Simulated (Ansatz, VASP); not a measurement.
P: VASP beside Ansatz

Contents of INCAR:

```
SYSTEM = P
PREC     = Accurate       ! precision mode
ENCUT    = 520            ! plane-wave cutoff, eV
EDIFF    = 1E-7           ! SCF threshold, eV
ISMEAR   = 0              ! smearing method
SIGMA    = 0.1            ! smearing width, eV
LREAL    = .False.        ! projectors in reciprocal space
LASPH    = .True.         ! aspherical terms in the spheres
NELM     = 80             ! most SCF steps
ALGO     = Normal         ! electronic algorithm
ISIF     = 2              ! what is computed and relaxed
LWAVE    = .False.        ! write WAVECAR
LCHARG   = .False.        ! write CHGCAR
GGA      = PE             ! functional
NBANDS   = 26             ! bands
```

The input KPOINTS:

```
regular mesh
0
Gamma
  6 6 6
  0 0 0
```

The input POSCAR:

```
P
1.0
    2.5653662900      1.4811149200      4.6370162400
   -2.5653662900      1.4811149200      4.6370162400
    0.0000000000     -2.9622298400      4.6370162400
P
7
Direct
    0.9825447100      0.3971602500      0.3971602500
    0.3971602500      0.9825447100      0.3971602500
    0.3971602500      0.3971602500      0.9825447100
    0.0174552900      0.6028397500      0.6028397500
    0.6028397500      0.0174552900      0.6028397500
    0.6028397500      0.6028397500      0.0174552900
    0.5000000000      0.5000000000      0.5000000000
```

Input for Ansatz:

```yaml
crystal:
  lattice:
    - [2.56536629, 1.48111492, 4.63701624]
    - [-2.56536629, 1.48111492, 4.63701624]
    - [0.0, -2.96222984, 4.63701624]
  atoms:
    - { symbol: P, position: [0.98254471, 0.39716025, 0.39716025] }
    - { symbol: P, position: [0.39716025, 0.98254471, 0.39716025] }
    - { symbol: P, position: [0.39716025, 0.39716025, 0.98254471] }
    - { symbol: P, position: [0.01745529, 0.60283975, 0.60283975] }
    - { symbol: P, position: [0.60283975, 0.01745529, 0.60283975] }
    - { symbol: P, position: [0.60283975, 0.60283975, 0.01745529] }
    - { symbol: P, position: [0.5, 0.5, 0.5] }
basis:
  ecutwfc: 420
kpoints:
  mp_grid: { grid: [6, 6, 6] }
hamiltonian:
  xc: pbe
scf:
  occupations: { method: gaussian, width: 0.1 }
  lower_state_search: "off"
output:
  forces: true
  stress: true
  eigenvalues: true
```

Alike in both runs: task single point; functional PBE; k mesh 6 × 6 × 6; occupations gaussian, width 0.1 eV; no spin polarisation.

```csv
,VASP,Ansatz
version,VASP 6.6.1,Ansatz 0.2.0
potentials or method,"VASP PAW PBE potentials, release 64 (P)","scalar-relativistic, plane waves, PAW"
plane-wave cutoff (eV),520,420
valence electrons in the cell,35,35
```

```tsv
	VASP	Ansatz	Ansatz less VASP
gap on the k mesh at the Fermi level (eV)	none	none	-
rms of the force components (eV/Å)	0.715	0.743	+0.0275
```

Atom by atom the forces differ by 0.028 eV/Å (rms over components). A gap of «none» marks a metal or a gap that the smearing closes. The functional is the same, so the differences come from potentials, cutoffs and numerics.

Caveats: forces of over 1 eV/Å show positions far from the minimum, so gaps and moduli don't describe the material at rest.
